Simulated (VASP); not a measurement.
# Y (Pm-3m) in VASP: notebook

One crystal, Y, is run at these levels: PBEsol; tasks: single point.

All numbers are computed with VASP 6.6.1; they aren't measurements. Logs are shortened: lines on timing, memory, paths and dates and some standing lists are left out, and cuts for length are marked.

## 1. The structure

The structure is cubic, space group Pm-3m (No. 221). Conventional cell: a = 3.201 Å, b = 3.201 Å, c = 3.201 Å, α = 90.00°, β = 90.00°, γ = 90.00°. Around Y (site symmetry m-3m) lie 6 Y at 3.20 Å.

This isn't the form of Y at room conditions, which is hcp.

## 2. Single point, PBEsol

The input, INCAR:

```
ALGO = Fast ; EDIFF = 1E-6
ENCUT = 520 ; GGA = PS
ISIF = 2 ; ISMEAR = -1
LASPH = T ; LCHARG = F
LREAL = F ; LWAVE = F
NBANDS = 12 ; NELM = 60
PREC = Accurate ; SIGMA = 0.1
```

The input, KPOINTS:

```
k-points
0
Gamma
  16 16 16
```

The input, POSCAR:

```
Y
1.0
    3.2012155149      0.0000000000      0.0000000000
    0.0000000000      3.2012155149      0.0000000000
    0.0000000000      0.0000000000      3.2012155149
Y
1
Direct
    0.0000000000      0.0000000000      0.0000000000
```

Potentials or basis: VASP PAW PBE potentials, release 64 (Y_sv).

Run with:

```sh
$ cat potpaw_PBE.64/Y_sv/POTCAR > POTCAR
$ mpirun -np 1 vasp_std > vasp.out
```

OUTCAR:

```text
EDIFF = 1E-6
   ENCUT = 520
   GGA = PS
   ISIF = 2
   ISMEAR = -1
   LASPH = T
   LREAL = F
   NELM = 60
   PREC = Accurate

 ion  position               nearest neighbor table
   1  0.000  0.000  0.000-

  LATTYP: Found a simple cubic cell.
 ALAT       =     3.2012155149

  Lattice vectors:

 A1 = (   3.2012155149,   0.0000000000,   0.0000000000)
 A2 = (   0.0000000000,   3.2012155149,   0.0000000000)
 A3 = (   0.0000000000,   0.0000000000,   3.2012155149)

Analysis of symmetry for initial positions (statically):
=====================================================================
 Subroutine PRICEL returns:
 Original cell was already a primitive cell.

 Routine SETGRP: Setting up the symmetry group for a
 simple cubic supercell.

 Subroutine GETGRP returns: Found 48 space group operations
 (whereof 48 operations were pure point group operations)
 out of a pool of 48 trial point group operations.

The static configuration has the point symmetry O_h .

Analysis of symmetry for dynamics (positions and initial velocities):
=====================================================================
 Subroutine PRICEL returns:
 Original cell was already a primitive cell.

 Routine SETGRP: Setting up the symmetry group for a
 simple cubic supercell.

 Subroutine GETGRP returns: Found 48 space group operations
 (whereof 48 operations were pure point group operations)
 out of a pool of 48 trial point group operations.

The dynamic configuration has the point symmetry O_h .

 Subroutine INISYM returns: Found 48 space group operations
 (whereof 48 operations are pure point group operations),
 and found     1 'primitive' translations

----------------------------------------------------------------------------------------

                                     Primitive cell

  volume of cell :      32.8054

  direct lattice vectors                    reciprocal lattice vectors
     3.201215515  0.000000000  0.000000000     0.312381342  0.000000000  0.000000000
     0.000000000  3.201215515  0.000000000     0.000000000  0.312381342  0.000000000
     0.000000000  0.000000000  3.201215515     0.000000000  0.000000000  0.312381342

  length of vectors
     3.201215515  3.201215515  3.201215515     0.312381342  0.312381342  0.312381342

  position of ions in fractional coordinates (direct lattice)
     0.000000000  0.000000000  0.000000000

  ion indices of the primitive-cell ions
   primitive index   ion index
                 1           1

----------------------------------------------------------------------------------------

 KPOINTS: k-points

Automatic generation of k-mesh.
 Grid dimensions read from file:
 generate k-points for:   16   16   16

 Generating k-lattice:

  Cartesian coordinates                     Fractional coordinates (reciprocal lattice)
     0.019523834  0.000000000  0.000000000     0.062500000  0.000000000  0.000000000
     0.000000000  0.019523834  0.000000000     0.000000000  0.062500000  0.000000000
     0.000000000  0.000000000  0.019523834     0.000000000  0.000000000  0.062500000

  Length of vectors
     0.019523834  0.019523834  0.019523834

  Shift w.r.t. Gamma in fractional coordinates (k-lattice)
     0.000000000  0.000000000  0.000000000

 Subroutine IBZKPT returns following result:
 ===========================================

 Found    165 irreducible k-points:

 Following reciprocal coordinates:
            Coordinates               Weight
  0.000000  0.000000  0.000000      1.000000
  0.062500  0.000000  0.000000      6.000000
  0.125000  0.000000  0.000000      6.000000
  0.187500  0.000000  0.000000      6.000000
  0.250000  0.000000  0.000000      6.000000
  0.312500  0.000000  0.000000      6.000000
[... 16 lines left out ...]
  0.437500  0.125000  0.000000     24.000000
  0.500000  0.125000  0.000000     12.000000
 [... further k-points ...]
   k-points           NKPTS =    165   k-points in BZ     NKDIM =    165   number of bands    NBANDS=     12
   number of dos      NEDOS =    301   number of ions     NIONS =      1
   total plane-waves  NPLWV =  13824
   dimension x,y,z NGX =    24 NGY =   24 NGZ =   24
   dimension x,y,z NGXF=    48 NGYF=   48 NGZF=   48
   ions per type =               1
   NGX,Y,Z   is equivalent  to a cutoff of  12.46, 12.46, 12.46 a.u.
   NGXF,Y,Z  is equivalent  to a cutoff of  24.93, 24.93, 24.93 a.u.
 SYSTEM =  unknown system
   PREC   = accura    normal or accurate (medium, high low for compatibility)
   ISTART =      0    job   : 0-new  1-cont  2-samecut
   ICHARG =      2    charge: 1-file 2-atom 10-const
   ISPIN  =      1    spin polarized calculation?
   LNONCOLLINEAR =      F non collinear calculations
   LSORBIT =      F    spin-orbit coupling
   LASPH  =      T    aspherical Exc in radial PAW
   ENCUT  =  520.0 eV  38.22 Ry    6.18 a.u.   5.95  5.95  5.95*2*pi/ulx,y,z
   NELM   =     60;   NELMIN=  2; NELMDL= -5     # of ELM steps
   EDIFF  = 0.1E-05   stopping-criterion for ELM
   LREAL  =      F    real-space projection
   EDIFFG = 0.1E-04   stopping-criterion for IOM
   NSW    =      0    number of steps for IOM
   IBRION =     -1    ionic relax: 0-MD 1-quasi-New 2-CG
   NFREE  =      0    steps in history (QN), initial steepest desc. (CG)
   ISIF   =      2    stress and relaxation
   ISYM   =      2    0-nonsym 1-usesym 2-fastsym
   POTIM  = 0.5000    time-step for ionic-motion
   TEBEG  =    0.0;   TEEND  =   0.0 temperature during run
   PSTRESS=    0.0 pullay stress
   NELECT =      11.0000    total number of electrons
   NUPDOWN=      -1.0000    fix difference up-down
   EMIN   =  10.00;   EMAX   =-10.00  energy-range for DOS
   EFERMI =   0.00;   METHOD = LEGACY
   ISMEAR =    -1;   SIGMA  =   0.10  broadening in eV -4-tet -1-fermi 0-gaus
   EFERMI_NEDOS =   21; number of points for ismear=-14 and -15
   IALGO  =     68    algorithm
   IMIX   =      4    mixing-type and parameters
     AMIX     =   0.40;   BMIX     =  1.00
     AMIX_MAG =   1.60;   BMIX_MAG =  1.00
  volume/ion in A,a.u.               =      32.81       221.38
  Fermi-wavevector in a.u.,A,eV,Ry     =   1.137341  2.149263 17.599752  1.293545
  Thomas-Fermi vector in A             =   2.274046
   LORBIT       =      0    0 simple, 1 ext, 2 COOP (PROOUT), +10 PAW based schemes
   GGA     = PS    functional components
   LHFCALC =     F    Hartree Fock is set to
   AEXX    =    0.0000 exact exchange contribution
   IVDW    =     0    specifies the selected vdW correction
   LEPSILON=     F    determine dielectric tensor
   LRPA    =     F    only Hartree local field effects (RPA)
 non-spin polarized calculation
 RMM-DIIS sequential band-by-band and
  energy-cutoff  :      520.00
  volume of cell :       32.81
 maximum number of plane-waves:       912
 NGX is ok and might be reduce to    24
   NGX = 11   NGY = 11   NGZ = 11

 number of electron      11.0000002 magnetization

 Free energy of the ion-electron system (eV)
  ---------------------------------------------------
  ext. energy  EPLUGINS =         0.00000000
  ---------------------------------------------------
  free energy    TOTEN  =        -6.06437413 eV

  energy without entropy =       -5.98733503  energy(sigma->0) =       -6.02585458

 E-fermi :   2.8777     XC(G=0):  -9.4858

 val. band max:        2.8758342287   @ k =   0.3125   0.1250   0.0000
 cond. band min:       2.8780150402   @ k =   0.3750   0.0625   0.0000
 fundamental gap:      0.0021808115
 Fermi energy:         2.8776771133

 k-point     1 :       0.0000    0.0000    0.0000
  band No.  band energies     occupation
      1     -39.9174      2.00000
      2     -19.5216      2.00000
      3     -19.5216      2.00000
      4     -19.5216      2.00000
      5      -1.6877      2.00000
      6       2.1900      1.99794
      7       2.1900      1.99794
      8       8.4224      0.00000
      9       8.4224      0.00000
     10       8.4224      0.00000
     11      13.4016      0.00000
     12      13.4016      0.00000

 k-point     2 :       0.0625    0.0000    0.0000
  band No.  band energies     occupation
      1     -39.9142      2.00000
      2     -19.5561      2.00000
      3     -19.5187      2.00000
      4     -19.5187      2.00000
      5      -1.6059      2.00000
      6       2.2147      1.99736
      7       2.2643      1.99567
      8       8.2544      0.00000
      9       8.2544      0.00000
     10       8.4326      0.00000
     11      12.9911      0.00000
     12      13.6091      0.00000

 k-point     3 :       0.1250    0.0000    0.0000
  band No.  band energies     occupation
      1     -39.9051      2.00000
      2     -19.6532      2.00000
      3     -19.5105      2.00000
      4     -19.5105      2.00000
      5      -1.3704      2.00000
      6       2.2865      1.99460
      7       2.4758      1.96469
      8       7.8354      0.00000
      9       7.8354      0.00000
     10       8.4619      0.00000
     11      12.1223      0.00000
     12      14.1413      0.00000
[... 286 lines left out ...]
 k-point    23 :       0.4375    0.1250    0.0000
  band No.  band energies     occupation
      1     -39.8236      2.00000
      2     -20.3172      2.00000
      3     -19.5719      2.00000
      4     -19.4373      2.00000
      5       1.2305      2.00000
      6       2.7791      1.45653
      7       3.2294      0.05765
      8       5.8697      0.00000
      9       5.9012      0.00000
     10       8.2208      0.00000
     11      10.8097      0.00000
     12      13.8046      0.00000

 k-point    24 :       0.5000    0.1250    0.0000
  band No.  band energies     occupation
      1     -39.8204      2.00000
      2     -20.3470      2.00000
      3     -19.5687      2.00000
      4     -19.4344      2.00000
      5       1.4701      2.00000
      6       2.6014      1.88126
      7       3.2409      0.05154
      8       5.8321      0.00000
      9       5.8718      0.00000
     10       8.2349      0.00000
     11      10.9703      0.00000
     12      13.6800      0.00000

 [... further k-points ...]

------------------------ aborting loop because EDIFF is reached ----------------------------------------

  FORCE on cell =-STRESS in cart. coord.  units (eV):
  Direction    XX          YY          ZZ          XY          YZ          ZX
  --------------------------------------------------------------------------------------
  -------------------------------------------------------------------------------------
  Total       -0.0256640     -0.0256640     -0.0256640      0.0000000      0.0000000     -0.0000000
  in kB       -1.2533994     -1.2533994     -1.2533994      0.0000000      0.0000000     -0.0000000
  external PRESSURE =      -1.2533994 kB  Pullay stress =       0.0000000 kB

 VOLUME and BASIS-vectors are now :
 -----------------------------------------------------------------------------
  energy-cutoff  :      520.00
  volume of cell :       32.81
      direct lattice vectors                 reciprocal lattice vectors
     3.201215515  0.000000000  0.000000000     0.312381342  0.000000000  0.000000000
     0.000000000  3.201215515  0.000000000     0.000000000  0.312381342  0.000000000
     0.000000000  0.000000000  3.201215515     0.000000000  0.000000000  0.312381342

 POSITION                                       TOTAL-FORCE (eV/Angst)
 -----------------------------------------------------------------------------------
      0.00000      0.00000      0.00000         0.000000      0.000000      0.000000
 -----------------------------------------------------------------------------------
    total drift:                                0.000000     -0.000000      0.000000

  FREE ENERGIE OF THE ION-ELECTRON SYSTEM (eV)
  ---------------------------------------------------
  free  energy   TOTEN  =        -6.0643741312 eV

  energy  without entropy=       -5.9873350336  energy(sigma->0) =       -6.02585458
```

Run time: 36 s. Hardware: 1 thread of Intel Xeon Platinum 8488C (Sapphire Rapids), shared host; peak memory 0.2 GiB.

Results:

| Item | Value |
| --- | --- |
| Free energy | -6.0644 eV |
| Pressure | -0.1 GPa |
| Band gap on the k mesh | none (metal or under the smearing width) |

Levels at points of the mesh, in eV from the Fermi level:
```csv
k point,band 3,band 4,band 5,band 6,band 7,band 8
"(0.00, 0.00, 0.00)",-22.40,-22.40,-4.57,-0.69,-0.69,5.54
"(0.50, 0.00, 0.00)",-22.32,-22.32,-1.77,0.06,0.11,2.88
"(0.50, 0.50, 0.00)",-23.12,-22.25,-1.99,0.17,3.46,3.46
"(0.50, 0.50, 0.50)",-23.01,-23.01,-0.66,-0.66,-0.66,5.65
```

Caveat: the PAW data sets were made with another functional, which shifts forces and pressure a little.

## 3. Single point, PBEsol

This run uses another cell than the first one, of 36.74 Å³/atom, 1.120 times its volume.

The input, INCAR:

```
PREC = Accurate
ENCUT = 520
EDIFF = 1E-6
ISMEAR = -1
SIGMA = 0.1
LREAL = False
LASPH = True
NELM = 100
ALGO = Normal
ISIF = 2
LWAVE = False
LCHARG = False
GGA = PS
NBANDS = 12
```

The input, KPOINTS:

```
Automatic mesh
0
Gamma
  11 11 11
```

The input, POSCAR:

```
Y
1.0
    3.3244585360      0.0000000000      0.0000000000
    0.0000000000      3.3244585360      0.0000000000
    0.0000000000      0.0000000000      3.3244585360
Y
1
Direct
    0.0000000000      0.0000000000      0.0000000000
```

Potentials or basis: VASP PAW PBE potentials, release 64 (Y_sv).

Run with:

```sh
$ cat potpaw_PBE.64/Y_sv/POTCAR > POTCAR
$ mpirun -np 1 vasp_std > vasp.out
```

Run time: 18 s. Hardware: 1 thread of Intel Xeon Platinum 8488C (Sapphire Rapids), shared host; peak memory 0.18 GiB.

It converged, with:

| Item | Value |
| --- | --- |
| Free energy | -6.0272 eV |
| Pressure | -2.8 GPa |
| Band gap on the k mesh | none (metal or under the smearing width) |

Levels at points of the mesh, in eV from the Fermi level:
```
           k point  band 3  band 4  band 5  band 6  band 7  band 8
(0.00, 0.00, 0.00)  -22.70  -22.70   -4.39   -0.54   -0.54    4.93
```

Caveat: the PAW data sets were made with another functional, which shifts forces and pressure a little.

## 4. Single point, PBEsol

This run uses another cell than the first one, of 34.12 Å³/atom, 1.040 times its volume.

The input, INCAR:

```
SYSTEM = Y
  PREC = Accurate
  ENCUT = 520
  EDIFF = 1E-6
  ISMEAR = -1
  SIGMA = 0.1
  LREAL = .False.
  LASPH = .True.
  NELM = 100
  ALGO = Normal
  ISIF = 2
  LWAVE = .False.
  LCHARG = .False.
  GGA = PS
  NBANDS = 12
```

The input, KPOINTS:

```
regular mesh
0
Gamma
  11 11 11
  0 0 0
```

The input, POSCAR:

```
Y
1.0
    3.2433416026      0.0000000000      0.0000000000
    0.0000000000      3.2433416026      0.0000000000
    0.0000000000      0.0000000000      3.2433416026
Y
1
Direct
    0.0000000000      0.0000000000      0.0000000000
```

Run with:

```sh
$ cat potpaw_PBE.64/Y_sv/POTCAR > POTCAR
$ mpirun -np 1 vasp_std > vasp.out
```

Run time: 10 s. Hardware: 1 thread of Intel Xeon Platinum 8488C (Sapphire Rapids), shared host; peak memory 0.16 GiB.

The run converged. Its results:

* Free energy: -6.0601 eV
* Pressure: -1.2 GPa
* Band gap on the k mesh: none (metal or under the smearing width)

Levels at points of the mesh, in eV from the Fermi level:
| k point | band 4 | band 5 | band 6 | band 7 | band 8 | band 9 |
| --- | --- | --- | --- | --- | --- | --- |
| (0.00, 0.00, 0.00) | -22.50 | -4.51 | -0.63 | -0.63 | 5.33 | 5.33 |

Caveat: the PAW data sets were made with another functional, which shifts forces and pressure a little.

## 5. Summary

| cell | k mesh | gap on the mesh (eV) | pressure (GPa) |
| --- | --- | --- | --- |
| Pm-3m, 32.81 Å³/atom | 16 × 16 × 16 | none | -0.1 |
| Pm-3m, 36.74 Å³/atom | 11 × 11 × 11 | none | -2.8 |
| Pm-3m, 34.12 Å³/atom | 11 × 11 × 11 | none | -1.2 |

Alike in all rows: task single point; level PBEsol; potentials or basis VASP PAW PBE potentials, release 64 (Y_sv); no spin polarisation; cutoff (eV) 520; smearing fermi-dirac 0.1 eV.

Every run on the cell as given and a fine mesh finds a metal.

Caveats: the PAW data sets were made with another functional, which shifts forces and pressure a little.

Absolute energies hang on the potentials; compare differences alone.
